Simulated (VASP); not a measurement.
**HF: single point with PBEsol**

HF:

```
CELL_PARAMETERS angstrom
5.88676 0.00000 0.00000
0.00000 5.88676 0.00000
0.00000 0.00000 5.88676
ATOMIC_POSITIONS crystal
F 0.09000 0.80901 0.82969
F 0.46350 0.32126 0.90189
F 0.02570 0.25444 0.59156
F 0.23111 0.44637 0.25117
F 0.79400 0.22410 0.20262
F 0.40192 0.90608 0.36298
H 0.97423 0.87440 0.76592
H 0.53865 0.36696 0.04980
H 0.11820 0.37752 0.57855
H 0.19016 0.58946 0.20527
H 0.74474 0.16044 0.37452
H 0.29429 0.92465 0.26704
```

The cell was built by a generator and needn't be a form met in nature.

```json
{
 "Program": "VASP 6.6.1",
 "Task": "single point",
 "Functional": "PBEsol",
 "Potentials or basis": "VASP PAW PBE potentials, release 64 (F, H)",
 "Cutoff": "520 eV",
 "k mesh": "1 × 1 × 1",
 "Occupations": "fermi-dirac, width 0.02 eV",
 "Spin": "no spin polarisation"
}
```

The pressure is 1.4 GPa. The largest force is 6.811 eV/Å and the band gap on the k mesh is 5.50 eV, direct.

Forces on the atoms (eV/Å):
```
F    4.271 -2.663  2.472
F    1.200  0.804  1.926
F   -1.558 -1.941  0.533
F    0.416 -1.096  0.780
F   -1.630 -1.644  4.327
F    4.992 -1.043  4.441
H   -4.189  2.662 -2.230
H   -0.982 -1.073 -2.255
H    1.384  1.588 -0.331
H   -0.402  1.165 -0.675
H    1.386  1.853 -4.453
H   -4.888  1.388 -4.536
```

Stress tensor (GPa, compression positive):
```
 4.42 -1.91  3.37
-1.91  1.98 -0.89
 3.37 -0.89 -2.11
```

Levels at points of the mesh, in eV from the valence-band top:
| k point | band 21 | band 22 | band 23 | band 24 | band 25 | band 26 | band 27 | band 28 |
| --- | --- | --- | --- | --- | --- | --- | --- | --- |
| (0.00, 0.00, 0.00) | -0.98 | -0.65 | -0.18 | 0.00 | 5.50 | 8.03 | 9.38 | 9.51 |

It took 16 s on 1 thread of Intel(R) Xeon(R) Platinum 8375C CPU @ 2.90GHz (Ice Lake), on a shared host, peak memory 0.29 GiB.

Caveat: the PAW data sets were made with another functional, which shifts forces and pressure a little.
